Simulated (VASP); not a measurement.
# PbS (Galena) (Fm-3m) in VASP: a series of runs

The runs below take PbS (Galena) through relaxation of the atoms, with LDA.

Program: VASP 6.6.1. These are calculated values, not measurements. Logs are shortened: lines on timing, memory, paths and dates and some standing lists are left out, and cuts for length are marked.

### Step 1. The undisturbed crystal

Symmetry: Fm-3m, No. 225, cubic system. Conventional cell: a = 5.931 Å, b = 5.931 Å, c = 5.931 Å, α = 90.00°, β = 90.00°, γ = 90.00°. Pb (site symmetry m-3m) has 6 S at 2.97 Å as nearest neighbours. S (site symmetry m-3m) is surrounded by 6 Pb at 2.97 Å.

### Step 2. Relaxation of the atoms, LDA (a relaxed cell with its volume scaled by 0.94)

INCAR reads:

```
SYSTEM = PbS
  ALGO = Fast
  EDIFF = 1E-7
  EDIFFG = -0.01
  ENCUT = 600
  IBRION = 2
  ISIF = 2
  ISMEAR = 0
  LASPH = .True.
  LCHARG = .False.
  LREAL = .False.
  LWAVE = .False.
  NELM = 80
  NSW = 40
  PREC = Accurate
  SIGMA = 0.03
```

KPOINTS reads:

```
k-points
0
Gamma
  8 8 8
  0 0 0
```

POSCAR reads:

```
PbS                                     
1.0
    0.0000000000      2.8644216093      2.8644216093
    2.8644216093      0.0000000000      2.8644216093
    2.8644216093      2.8644216093      0.0000000000
  Pb              S             
     1     1
Direct
     0.0000000000000000    0.0000000000000000    0.0000000000000000
     0.5000000000000000    0.5000000000000000    0.5000000000000000
```

Potentials or basis: VASP PAW LDA potentials, release 64 (Pb_d, S).

Run with:

```sh
$ cat potpaw_LDA.64/Pb_d/POTCAR potpaw_LDA.64/S/POTCAR > POTCAR
$ mpirun -np 1 vasp_std > vasp.out
```

OUTCAR:

```text
SYSTEM = PbS
   EDIFF = 1E-7
   EDIFFG = -0.01
   ENCUT = 600
   IBRION = 2
   ISIF = 2
   ISMEAR = 0
   LASPH = .True.
   LREAL = .False.
   NELM = 80
   NSW = 40
   PREC = Accurate

 ion  position               nearest neighbor table
   1  0.000  0.000  0.000-   2 2.86   2 2.86   2 2.86   2 2.86   2 2.86   2 2.86
   2  0.500  0.500  0.500-   1 2.86   1 2.86   1 2.86   1 2.86   1 2.86   1 2.86

  LATTYP: Found a face centered cubic cell.
 ALAT       =     5.7288432186

  Lattice vectors:

 A1 = (   0.0000000000,   2.8644216093,   2.8644216093)
 A2 = (   2.8644216093,   0.0000000000,   2.8644216093)
 A3 = (   2.8644216093,   2.8644216093,   0.0000000000)

Analysis of symmetry for initial positions (statically):
=====================================================================
 Subroutine PRICEL returns:
 Original cell was already a primitive cell.

 Routine SETGRP: Setting up the symmetry group for a
 face centered cubic supercell.

 Subroutine GETGRP returns: Found 48 space group operations
 (whereof 48 operations were pure point group operations)
 out of a pool of 48 trial point group operations.

The static configuration has the point symmetry O_h .

Analysis of symmetry for dynamics (positions and initial velocities):
=====================================================================
 Subroutine PRICEL returns:
 Original cell was already a primitive cell.

 Routine SETGRP: Setting up the symmetry group for a
 face centered cubic supercell.

 Subroutine GETGRP returns: Found 48 space group operations
 (whereof 48 operations were pure point group operations)
 out of a pool of 48 trial point group operations.

The dynamic configuration has the point symmetry O_h .

 Subroutine INISYM returns: Found 48 space group operations
 (whereof 48 operations are pure point group operations),
 and found     1 'primitive' translations

----------------------------------------------------------------------------------------

                                     Primitive cell

  volume of cell :      47.0046

  direct lattice vectors                    reciprocal lattice vectors
     0.000000000  2.864421609  2.864421609    -0.174555309  0.174555309  0.174555309
     2.864421609  0.000000000  2.864421609     0.174555309 -0.174555309  0.174555309
     2.864421609  2.864421609  0.000000000     0.174555309  0.174555309 -0.174555309

  length of vectors
     4.050903888  4.050903888  4.050903888     0.302338664  0.302338664  0.302338664

  position of ions in fractional coordinates (direct lattice)
     0.000000000  0.000000000  0.000000000
     0.500000000  0.500000000  0.500000000

  ion indices of the primitive-cell ions
   primitive index   ion index
                 1           1
                 2           2

----------------------------------------------------------------------------------------

 KPOINTS: k-points

Automatic generation of k-mesh.
 Grid dimensions read from file:
 generate k-points for:    8    8    8

 Generating k-lattice:

  Cartesian coordinates                     Fractional coordinates (reciprocal lattice)
    -0.021819414  0.021819414  0.021819414     0.125000000  0.000000000  0.000000000
     0.021819414 -0.021819414  0.021819414     0.000000000  0.125000000  0.000000000
     0.021819414  0.021819414 -0.021819414     0.000000000  0.000000000  0.125000000

  Length of vectors
     0.037792333  0.037792333  0.037792333

  Shift w.r.t. Gamma in fractional coordinates (k-lattice)
     0.000000000  0.000000000  0.000000000

 Subroutine IBZKPT returns following result:
 ===========================================

 Found     29 irreducible k-points:

 Following reciprocal coordinates:
            Coordinates               Weight
  0.000000  0.000000  0.000000      1.000000
  0.125000  0.000000  0.000000      8.000000
  0.250000  0.000000  0.000000      8.000000
  0.375000  0.000000  0.000000      8.000000
  0.500000  0.000000  0.000000      4.000000
  0.125000  0.125000  0.000000      6.000000
[... 16 lines left out ...]
  0.500000  0.250000  0.125000     48.000000
 -0.375000  0.250000  0.125000     24.000000
 [... further k-points ...]
   k-points           NKPTS =     29   k-points in BZ     NKDIM =     29   number of bands    NBANDS=     14
   number of dos      NEDOS =    301   number of ions     NIONS =      2
   total plane-waves  NPLWV =  32768
   dimension x,y,z NGX =    32 NGY =   32 NGZ =   32
   dimension x,y,z NGXF=    64 NGYF=   64 NGZF=   64
   ions per type =               1   1
   NGX,Y,Z   is equivalent  to a cutoff of  13.13, 13.13, 13.13 a.u.
   NGXF,Y,Z  is equivalent  to a cutoff of  26.27, 26.27, 26.27 a.u.
 SYSTEM =  PbS
   PREC   = accura    normal or accurate (medium, high low for compatibility)
   ISTART =      0    job   : 0-new  1-cont  2-samecut
   ICHARG =      2    charge: 1-file 2-atom 10-const
   ISPIN  =      1    spin polarized calculation?
   LNONCOLLINEAR =      F non collinear calculations
   LSORBIT =      F    spin-orbit coupling
   LASPH  =      T    aspherical Exc in radial PAW
   ENCUT  =  600.0 eV  44.10 Ry    6.64 a.u.   8.09  8.09  8.09*2*pi/ulx,y,z
   NELM   =     80;   NELMIN=  2; NELMDL= -5     # of ELM steps
   EDIFF  = 0.1E-06   stopping-criterion for ELM
   LREAL  =      F    real-space projection
   EDIFFG = -.1E-01   stopping-criterion for IOM
   NSW    =     40    number of steps for IOM
   IBRION =      2    ionic relax: 0-MD 1-quasi-New 2-CG
   NFREE  =      1    steps in history (QN), initial steepest desc. (CG)
   ISIF   =      2    stress and relaxation
   ISYM   =      2    0-nonsym 1-usesym 2-fastsym
   POTIM  = 0.5000    time-step for ionic-motion
   TEBEG  =    0.0;   TEEND  =   0.0 temperature during run
   PSTRESS=    0.0 pullay stress
   NELECT =      20.0000    total number of electrons
   NUPDOWN=      -1.0000    fix difference up-down
   EMIN   =  10.00;   EMAX   =-10.00  energy-range for DOS
   EFERMI =   0.00;   METHOD = LEGACY
   ISMEAR =     0;   SIGMA  =   0.03  broadening in eV -4-tet -1-fermi 0-gaus
   EFERMI_NEDOS =   21; number of points for ismear=-14 and -15
   IALGO  =     68    algorithm
   IMIX   =      4    mixing-type and parameters
     AMIX     =   0.40;   BMIX     =  1.00
     AMIX_MAG =   1.60;   BMIX_MAG =  1.00
  volume/ion in A,a.u.               =      23.50       158.60
  Fermi-wavevector in a.u.,A,eV,Ry     =   1.231321  2.326859 20.628486  1.516151
  Thomas-Fermi vector in A             =   2.366135
   LORBIT       =      0    0 simple, 1 ext, 2 COOP (PROOUT), +10 PAW based schemes
   GGA     = CA    functional components
   LHFCALC =     F    Hartree Fock is set to
   AEXX    =    0.0000 exact exchange contribution
   IVDW    =     0    specifies the selected vdW correction
   LEPSILON=     F    determine dielectric tensor
   LRPA    =     F    only Hartree local field effects (RPA)
 conjugate gradient relaxation of ions
 non-spin polarized calculation
 RMM-DIIS sequential band-by-band and
 Gauss-broadening in eV      SIGMA  =   0.03
  energy-cutoff  :      600.00
  volume of cell :       47.00
 maximum number of plane-waves:      1588
   NGX = 17   NGY = 17   NGZ = 17

 number of electron      20.0000003 magnetization

 Free energy of the ion-electron system (eV)
  ---------------------------------------------------
  ext. energy  EPLUGINS =         0.00000000
  ---------------------------------------------------
  free energy    TOTEN  =        -9.96093241 eV

  energy without entropy =       -9.96093241  energy(sigma->0) =       -9.96093241

 E-fermi :   7.0902     XC(G=0): -10.5157

 val. band max:        6.9780587993   @ k =   0.5000   0.0000   0.0000
 cond. band min:       7.2024044027   @ k =   0.5000   0.0000   0.0000
 fundamental gap:      0.2243456034
 Fermi energy:         7.0901753818

 k-point     1 :       0.0000    0.0000    0.0000
  band No.  band energies     occupation
      1      -9.9464      2.00000
      2      -9.9464      2.00000
      3      -9.9464      2.00000
      4      -9.9417      2.00000
      5      -9.9417      2.00000
      6      -7.5317      2.00000
      7       1.1765      2.00000
      8       4.3431      2.00000
      9       4.3431      2.00000
     10       4.3431      2.00000
     11      12.4343      0.00000
     12      12.4378      0.00000
     13      12.4641      0.00000
     14      13.4242      0.00000

 k-point     2 :       0.1250    0.0000    0.0000
  band No.  band energies     occupation
      1      -9.9500      2.00000
      2      -9.9500      2.00000
      3      -9.9459      2.00000
      4      -9.9352      2.00000
      5      -9.9352      2.00000
      6      -7.3725      2.00000
      7       0.5145      2.00000
      8       4.3965      2.00000
      9       4.3965      2.00000
     10       4.8611      2.00000
     11      10.9700      0.00000
     12      11.4600      0.00000
     13      11.4600      0.00000
     14      13.4839      0.00000

 k-point     3 :       0.2500    0.0000    0.0000
  band No.  band energies     occupation
      1      -9.9674      2.00000
      2      -9.9674      2.00000
      3      -9.9456      2.00000
      4      -9.9107      2.00000
      5      -9.9107      2.00000
      6      -6.9224      2.00000
      7      -0.7671      2.00000
      8       4.5478      2.00000
      9       4.5478      2.00000
     10       5.7224      2.00000
     11       9.2296      0.00000
     12      10.0663      0.00000
     13      10.0663      0.00000
     14      13.6418      0.00000

 k-point     4 :       0.3750    0.0000    0.0000
  band No.  band energies     occupation
      1      -9.9848      2.00000
      2      -9.9848      2.00000
      3      -9.9464      2.00000
      4      -9.8860      2.00000
      5      -9.8860      2.00000
      6      -6.3128      2.00000
      7      -1.9877      2.00000
      8       4.7448      2.00000
      9       4.7448      2.00000
     10       6.4323      2.00000
     11       7.9549      0.00000
     12       9.0259      0.00000
     13       9.0259      0.00000
     14      14.6068      0.00000

 k-point     5 :       0.5000    0.0000    0.0000
  band No.  band energies     occupation
      1      -9.9920      2.00000
      2      -9.9920      2.00000
      3      -9.9470      2.00000
      4      -9.8757      2.00000
      5      -9.8757      2.00000
      6      -5.9621      2.00000
      7      -2.5570      2.00000
      8       4.8469      2.00000
      9       4.8469      2.00000
     10       6.9781      2.00000
     11       7.2024      0.00000
[... 276 lines left out ...]
 k-point    22 :       0.3750    0.2500    0.1250
  band No.  band energies     occupation
      1     -10.0260      2.00000
      2      -9.9536      2.00000
      3      -9.9480      2.00000
      4      -9.9022      2.00000
      5      -9.8943      2.00000
      6      -6.5052      2.00000
      7      -0.9926      2.00000
      8       3.2509      2.00000
      9       4.2971      2.00000
     10       5.5313      2.00000
     11       8.8634      0.00000
     12      10.3590      0.00000
     13      10.9542      0.00000
     14      13.2077      0.00000

 k-point    23 :       0.5000    0.2500    0.1250
  band No.  band energies     occupation
      1     -10.0521      2.00000
      2      -9.9604      2.00000
      3      -9.9405      2.00000
      4      -9.8976      2.00000
      5      -9.8797      2.00000
      6      -5.9359      2.00000
      7      -1.7333      2.00000
      8       2.8873      2.00000
      9       3.8210      2.00000
     10       5.6664      2.00000
     11       8.6172      0.00000
     12      10.1957      0.00000
     13      11.0004      0.00000
     14      13.9721      0.00000

 k-point    24 :      -0.3750    0.2500    0.1250
  band No.  band energies     occupation
      1     -10.0614      2.00000
      2      -9.9666      2.00000
      3      -9.9281      2.00000
      4      -9.9046      2.00000
      5      -9.8716      2.00000
      6      -5.6294      2.00000
      7      -2.1201      2.00000
      8       2.8965      2.00000
      9       3.4107      2.00000
     10       5.8859      2.00000
     11       8.2790      0.00000
     12      10.3388      0.00000
     13      11.0978      0.00000
     14      14.9308      0.00000

 [... further k-points ...]
[... 5 lines left out ...]
  --------------------------------------------------------------------------------------
  -------------------------------------------------------------------------------------
  Total        1.2873616      1.2873616      1.2873616     -0.0000000     -0.0000000      0.0000000
  in kB       43.8803737     43.8803737     43.8803737     -0.0000000     -0.0000000      0.0000000
  external PRESSURE =      43.8803737 kB  Pullay stress =       0.0000000 kB

 VOLUME and BASIS-vectors are now :
 -----------------------------------------------------------------------------
  energy-cutoff  :      600.00
  volume of cell :       47.00
      direct lattice vectors                 reciprocal lattice vectors
     0.000000000  2.864421609  2.864421609    -0.174555309  0.174555309  0.174555309
     2.864421609  0.000000000  2.864421609     0.174555309 -0.174555309  0.174555309
     2.864421609  2.864421609  0.000000000     0.174555309  0.174555309 -0.174555309

 POSITION                                       TOTAL-FORCE (eV/Angst)
 -----------------------------------------------------------------------------------
      0.00000      0.00000      0.00000         0.000000     -0.000000      0.000000
      2.86442      2.86442      2.86442        -0.000000      0.000000     -0.000000
 -----------------------------------------------------------------------------------
    total drift:                                0.000000     -0.000000     -0.000000

  FREE ENERGIE OF THE ION-ELECTRON SYSTEM (eV)
  ---------------------------------------------------
  free  energy   TOTEN  =        -9.9609324109 eV

  energy  without entropy=       -9.9609324106  energy(sigma->0) =       -9.96093241

 reached required accuracy - stopping structural energy minimisation
```

Wall time 8 s (1 thread of Intel Xeon 6975P-C (Granite Rapids), shared host); peak memory 0.16 GiB.

What came out:

```yaml
Free_energy: -9.9609 eV
Pressure_after_relaxing: 4.4 GPa
Band_gap_on_the_k_mesh: 0.22 eV, direct
```

Final structure:
```
Pb S
1.0
     0.00000    2.86442    2.86442
     2.86442    0.00000    2.86442
     2.86442    2.86442    0.00000
Pb S
1 1
Cartesian
  0.0000 0.0000 0.0000
  2.8644 2.8644 2.8644
```

Levels at points of the mesh, in eV from the valence-band top:
```tsv
k point	band 7	band 8	band 9	band 10	band 11	band 12	band 13	band 14
(0.00, 0.00, 0.00)	-5.80	-2.64	-2.64	-2.64	5.46	5.46	5.49	6.45
(0.50, 0.00, 0.00)	-9.54	-2.13	-2.13	0.00	0.22	1.65	1.65	8.68
(0.50, 0.50, 0.00)	-7.38	-6.13	-4.11	-4.11	3.33	5.89	6.04	6.04
```

Caveat: the relaxation stopped at its first step, so nothing moved; spin-orbit coupling is left out, which as a rule narrows the gap of such compounds by several tenths of an eV.

### Step 3. Relaxation of the atoms, LDA (a relaxed cell with its volume scaled by 0.96)

INCAR is that of step 2.

KPOINTS is that of step 2.

POSCAR reads:

```
PbS                                     
1.0
    0.0000000000      2.8845942571      2.8845942571
    2.8845942571      0.0000000000      2.8845942571
    2.8845942571      2.8845942571      0.0000000000
  Pb              S             
     1     1
Direct
     0.0000000000000000    0.0000000000000000    0.0000000000000000
     0.5000000000000000    0.5000000000000000    0.5000000000000000
```

Potentials or basis: VASP PAW LDA potentials, release 64 (Pb_d, S).

Run with:

```sh
$ cat potpaw_LDA.64/Pb_d/POTCAR potpaw_LDA.64/S/POTCAR > POTCAR
$ mpirun -np 1 vasp_std > vasp.out
```

It took 12 s on 1 thread of Intel Xeon 6975P-C (Granite Rapids), shared host; peak memory 0.18 GiB.

The run converged. Its results:

```yaml
Free_energy: -9.9831 eV
Pressure_after_relaxing: 2.7 GPa
Band_gap_on_the_k_mesh: 0.13 eV, direct
```

Final structure:
```
Pb S
1.0
     0.00000    2.88459    2.88459
     2.88459    0.00000    2.88459
     2.88459    2.88459    0.00000
Pb S
1 1
Cartesian
  0.0000 0.0000 0.0000
  2.8846 2.8846 2.8846
```

Levels at points of the mesh, in eV from the valence-band top:
| k point | band 8 | band 9 | band 10 | band 11 | band 12 | band 13 |
| --- | --- | --- | --- | --- | --- | --- |
| (0.00, 0.00, 0.00) | -2.58 | -2.58 | -2.58 | 5.33 | 5.33 | 5.35 |
| (0.50, 0.00, 0.00) | -2.10 | -2.10 | 0.00 | 0.13 | 1.65 | 1.65 |
| (0.50, 0.50, 0.00) | -5.99 | -4.02 | -4.02 | 3.37 | 5.76 | 5.90 |

Caveat: the relaxation stopped at its first step, so nothing moved; spin-orbit coupling is left out, which as a rule narrows the gap of such compounds by several tenths of an eV. A k mesh can miss the band edges.

### Step 4. Relaxation of the atoms, LDA (a relaxed cell with its volume scaled by 0.98)

INCAR is that of step 3.

KPOINTS is that of step 3.

POSCAR reads:

```
PbS                                     
1.0
    0.0000000000      2.9044886392      2.9044886392
    2.9044886392      0.0000000000      2.9044886392
    2.9044886392      2.9044886392      0.0000000000
  Pb              S             
     1     1
Direct
     0.0000000000000000    0.0000000000000000    0.0000000000000000
     0.5000000000000000    0.5000000000000000    0.5000000000000000
```

Run with:

```sh
$ cat potpaw_LDA.64/Pb_d/POTCAR potpaw_LDA.64/S/POTCAR > POTCAR
$ mpirun -np 1 vasp_std > vasp.out
```

It took 13 s on 1 thread of Intel Xeon 6975P-C (Granite Rapids), shared host; peak memory 0.18 GiB.

The run converged. Its results:

* Free energy: -9.9954 eV
* Pressure after relaxing: 1.2 GPa
* Band gap on the k mesh: 0.04 eV, direct

Final structure:
```
CELL_PARAMETERS angstrom
0.00000 2.90449 2.90449
2.90449 0.00000 2.90449
2.90449 2.90449 0.00000
ATOMIC_POSITIONS crystal
Pb 0.00000 0.00000 0.00000
S 0.50000 0.50000 0.50000
```

Levels at points of the mesh, in eV from the valence-band top:
```
           k point  band 7  band 8  band 9  band 10  band 11  band 12  band 13  band 14
(0.00, 0.00, 0.00)   -6.01   -2.53   -2.53    -2.53     5.21     5.21     5.22     6.44
(0.50, 0.00, 0.00)   -9.37   -2.07   -2.07     0.00     0.04     1.64     1.64     8.51
(0.50, 0.50, 0.00)   -7.43   -5.86   -3.93    -3.93     3.41     5.63     5.76     5.76
```

Caveat: the relaxation stopped at its first step, so nothing moved; spin-orbit coupling is left out, which as a rule narrows the gap of such compounds by several tenths of an eV. A k mesh can miss the band edges.

### Step 5. The runs side by side

| cell | gap on the mesh (eV) | pressure (GPa) |
| --- | --- | --- |
| atoms relaxed from: a relaxed cell with its volume scaled by 0.94 | 0.22 | 4.4 |
| atoms relaxed from: a relaxed cell with its volume scaled by 0.96 | 0.13 | 2.7 |
| atoms relaxed from: a relaxed cell with its volume scaled by 0.98 | 0.04 | 1.2 |

Alike in all rows: task relaxation of the atoms; level LDA; potentials or basis VASP PAW LDA potentials, release 64 (Pb_d, S); no spin polarisation; k mesh 8 × 8 × 8; cutoff (eV) 600; smearing gaussian 0.03 eV.

Caveats: the relaxation stopped at its first step, so nothing moved; spin-orbit coupling is left out, which as a rule narrows the gap of such compounds by several tenths of an eV.

Total energies depend on the potentials used, so only differences within one code and one set of settings carry meaning.
